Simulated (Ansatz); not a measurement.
Set up this calculation in Ansatz 0.2.0, as the native input.

| Item | Value |
| --- | --- |
| Task | single point |
| Functional | HSE06 |
| Potentials or basis | all-electron PAW datasets made for the crystal |
| Cutoff | 360 eV (chosen from the basis error) |
| k mesh | 6 × 6 × 6 |
| Occupations | fermi-dirac, width 0.05 eV |
| Spin | no spin polarisation |

GaAs:

```
As Ga
1.0
     0.00000    2.82685    2.82685
     2.82685    0.00000    2.82685
     2.82685    2.82685    0.00000
As Ga
1 1
Cartesian
  4.2403 4.2403 4.2403
  0.0000 0.0000 0.0000
```

The input as run:

input.yaml

```yaml
crystal:
  lattice:
    - [0.0, 2.82685, 2.82685]
    - [2.82685, 0.0, 2.82685]
    - [2.82685, 2.82685, 0.0]
  atoms:
    - { symbol: As, position: [0.75, 0.75, 0.75] }
    - { symbol: Ga, position: [0.0, 0.0, 0.0] }
kpoints:
  mp_grid: { grid: [6, 6, 6] }
scf:
  occupations: { method: fermi_dirac, width: 0.05 }
hamiltonian:
  xc: hse06
  pseudopotentials: { kind: all_electron, datasets: crystal }
output:
  forces: true
  stress: true
```

Potentials or basis: all-electron PAW datasets made for the crystal.

The run is started by

```sh
$ ansatz run input.yaml --threads 1 --pin off --max-ram 3072MiB --backend cpu --events-out ev --progress --plain --runs-dir out
```

Results of the run:

```yaml
Pressure: 1.2 GPa
Band_gap_on_the_k_mesh: 1.43 eV, direct
```

It took 13 min on 1 thread of Intel(R) Xeon(R) Processor @ 2.50GHz (Skylake/Cascade Lake) (shared host), peak memory 0.96 GiB.
